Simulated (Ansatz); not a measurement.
Suppose Bi₂Te₃ takes space group P-6m2 (No. 187), with Bi on 1a and 1d; Te on 3k.

All numbers below come from DFT PBE, scalar-relativistic, plane waves, PAW in Ansatz. Cutoff 420 eV, Γ-centred mesh, Gaussian smearing, no spin polarisation.

Formation energies are uncorrected and refer to the elements' standard structures at the same level.

Question: Give the relaxed lattice parameters and positions.

Answer:

Space group P-6m2 (No. 187). a = 7.060 Å, b = 7.060 Å, c = 4.425 Å, α = 90.00°, β = 90.00°, γ = 120.00°
| atom | site | symmetry | x | y | z |
| --- | --- | --- | --- | --- | --- |
| Bi | 1a | -6m2 | 0.0000 | 0.0000 | 0.0000 |
| Bi | 1d | -6m2 | 0.3333 | 0.6667 | 0.5000 |
| Te | 3k | mm2 | 0.8188 | 0.1812 | 0.5000 |

Bi on its first site is surrounded by 6 Te at 3.13 Å; Bi on its second site is surrounded by 6 Te at 3.53 Å; Te is surrounded by 2 Bi at 3.13 Å, 2 Te at 3.22 Å, 2 Bi at 3.53 Å and 2 Te at 3.84 Å. Another local minimum with the same sites may exist.

Question: And its energy and gap?

Answer: The formation energy is +0.25 eV/atom and the gap on the 6×6×8 mesh of the 5-atom cell is 0 eV (a metal). The separate elements lie lower, so it is unstable against them.

The last run used Gaussian smearing of 0.10 eV. These runs have no spin–orbit coupling, which can matter for Bi and Te. The reference form of Te is held partly by dispersion forces, which this level lacks. A structure relaxed within its symmetry needn't be a true minimum. Another cell of Bi2Te3 relaxed alike, in R-3m (a cell as deposited in COD), lies 0.49 eV/atom lower, so this cell isn't the stable form at this level.
